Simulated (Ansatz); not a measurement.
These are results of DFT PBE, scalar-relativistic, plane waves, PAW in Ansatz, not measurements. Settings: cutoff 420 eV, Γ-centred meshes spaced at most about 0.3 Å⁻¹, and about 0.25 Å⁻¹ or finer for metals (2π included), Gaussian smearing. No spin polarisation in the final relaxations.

These are static total energies at zero pressure. All come from trial cells, and lower structures may exist.

Task: These unrelaxed guesses for Sn₂Ge₃ are each relaxed within their symmetry. Order them by the energy at which they end, lowest first.
A.

```cif
data_structure
_symmetry_space_group_name_H-M 'P6/mmm'
_symmetry_Int_Tables_number 191
_cell_length_a 5.1783
_cell_length_b 5.1783
_cell_length_c 4.7349
_cell_angle_alpha 90.000
_cell_angle_beta 90.000
_cell_angle_gamma 120.000
_cell_volume 109.95
loop_
_atom_site_label
_atom_site_type_symbol
_atom_site_symmetry_multiplicity
_atom_site_Wyckoff_symbol
_atom_site_fract_x
_atom_site_fract_y
_atom_site_fract_z
_atom_site_occupancy
Sn1 Sn 2 c 0.33333 0.66667 0.00000 1
Ge1 Ge 3 g 0.50000 0.00000 0.50000 1
```

B.

```cif
data_structure
_symmetry_space_group_name_H-M 'R-3m:H'
_symmetry_Int_Tables_number 166
_cell_length_a 3.1828
_cell_length_b 3.1828
_cell_length_c 38.9814
_cell_angle_alpha 90.000
_cell_angle_beta 90.000
_cell_angle_gamma 120.000
_cell_volume 341.99
loop_
_atom_site_label
_atom_site_type_symbol
_atom_site_symmetry_multiplicity
_atom_site_Wyckoff_symbol
_atom_site_fract_x
_atom_site_fract_y
_atom_site_fract_z
_atom_site_occupancy
Sn1 Sn 6 c 0.66667 0.33333 0.13333 1
Ge1 Ge 3 a 0.00000 0.00000 0.00000 1
Ge2 Ge 6 c 0.33333 0.66667 0.06667 1
```

C.

```cif
data_structure
_symmetry_space_group_name_H-M 'P4/mmm'
_symmetry_Int_Tables_number 123
_cell_length_a 4.5887
_cell_length_b 4.5887
_cell_length_c 6.1566
_cell_angle_alpha 90.000
_cell_angle_beta 90.000
_cell_angle_gamma 90.000
_cell_volume 129.63
loop_
_atom_site_label
_atom_site_type_symbol
_atom_site_symmetry_multiplicity
_atom_site_Wyckoff_symbol
_atom_site_fract_x
_atom_site_fract_y
_atom_site_fract_z
_atom_site_occupancy
Sn1 Sn 2 e 0.00000 0.50000 0.50000 1
Ge1 Ge 2 h 0.50000 0.50000 0.75525 1
Ge2 Ge 1 a 0.00000 0.00000 0.00000 1
```

D.

```cif
data_structure
_symmetry_space_group_name_H-M 'Fmmm'
_symmetry_Int_Tables_number 69
_cell_length_a 4.3760
_cell_length_b 4.5651
_cell_length_c 22.8256
_cell_angle_alpha 90.000
_cell_angle_beta 90.000
_cell_angle_gamma 90.000
_cell_volume 455.98
loop_
_atom_site_label
_atom_site_type_symbol
_atom_site_symmetry_multiplicity
_atom_site_Wyckoff_symbol
_atom_site_fract_x
_atom_site_fract_y
_atom_site_fract_z
_atom_site_occupancy
Sn1 Sn 8 i 0.50000 0.00000 0.20000 1
Ge1 Ge 8 i 0.50000 0.00000 0.40000 1
Ge2 Ge 4 b 0.50000 0.00000 0.00000 1
```

Result: D (ends in Fmmm, 0 meV/atom), B (ends in R-3m, 23 meV/atom), A (ends in P6/mmm, 79 meV/atom), C (ends in P4/mmm, 168 meV/atom). Even the lowest end lies +0.23 eV/atom against the elements.

Cells relaxed within their symmetry can be saddle points. Some structure types and database cells were kept out of the candidates from the start, so a known form may be missing.
